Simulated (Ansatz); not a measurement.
The same path of a periodic cell of 23 atoms, Si₈O₁₅ (host SiO2, host structure Pbcn, one O atom removed) was run twice with different band settings. Lost on the way: O5–Si15. Made: O5–Si13.

These are results of DFT PBE-D3(BJ), scalar-relativistic, plane waves, PAW in Ansatz, not measurements. Settings: PAW set soft_1, cutoff 420 eV, k mesh 2x2x2, fermi-dirac smearing 0.05 eV, no spin polarisation.

Relaxed end points:

```xyz
23
Lattice="0.0000 5.0462 4.4946 4.0970 0.0000 4.4946 4.0970 5.0462 0.0000" Properties=species:S:1:pos:R:3
Si 4.088 5.805 1.107
Si 1.999 1.762 3.433
Si 4.083 4.280 7.838
Si 2.054 3.271 1.128
O 3.008 3.124 4.129
O 3.145 4.449 1.879
O 5.065 4.451 4.838
O 1.075 3.110 2.610
O 5.191 1.924 4.842
O 5.033 5.634 2.590
O 7.240 5.632 4.133
O 2.979 1.938 1.898
Si 4.141 5.879 5.580
Si 6.138 6.801 7.851
Si 4.106 4.286 3.357
Si 6.169 8.356 5.599
O 3.016 8.137 4.126
O 3.155 4.466 6.361
O 0.943 4.427 4.834
O 5.202 8.158 7.075
O 5.051 5.644 7.093
O 3.153 5.649 4.115
O 7.055 6.964 6.332
```

```xyz
23
Lattice="0.0000 5.0462 4.4946 4.0970 0.0000 4.4946 4.0970 5.0462 0.0000" Properties=species:S:1:pos:R:3
Si 4.109 5.811 1.139
Si 2.025 1.739 3.382
Si 4.103 4.287 7.871
Si 2.054 3.289 1.128
O 1.084 1.919 4.850
O 3.141 4.448 1.885
O 5.038 4.442 4.863
O 1.136 3.128 2.645
O 5.176 1.954 4.851
O 5.038 5.627 2.618
O 7.248 5.663 4.144
O 2.990 1.934 1.903
Si 4.084 5.805 5.621
Si 6.138 6.820 7.850
Si 4.056 4.218 3.395
Si 6.193 8.328 5.543
O 3.000 8.167 4.136
O 3.158 4.457 6.387
O 0.952 4.459 4.845
O 5.212 8.154 7.080
O 5.047 5.642 7.098
O 3.127 5.639 4.140
O 7.116 6.981 6.367
```

Common settings: movable images 3; climbing image yes; spring 5.0 eV/Å²; end points relaxed.

| run | optimiser | start path | force threshold | iteration limit | largest step |
| --- | --- | --- | --- | --- | --- |
| 1 | quadratic models (default) | IDPP | 0.03 eV/Å | 80 | default |
| 2 | fire | default | 0.05 eV/Å | 50 | 0.5 Å |

Question: What does each run give, and how far can it be trusted?

Answer: Run 1: converged after 10 iterations, highest image 4.151 eV above the first end. Neighbouring images differ by up to 2.4 eV, so the band resolves the path poorly. By the program's own check the climbing image is a first-order saddle point (lowest curvatures found: -15.11 and 4.90 eV/Å²).
Run 2: converged after 37 iterations, highest image 4.152 eV above the first end. Neighbouring images differ by up to 2.4 eV, so the band resolves the path poorly. The order of the stationary point at the top wasn't checked.
Limits of this set-up: coarse k mesh, no spin, though dangling bonds at a vacancy may carry it, a small cell, in which the defect meets its images.
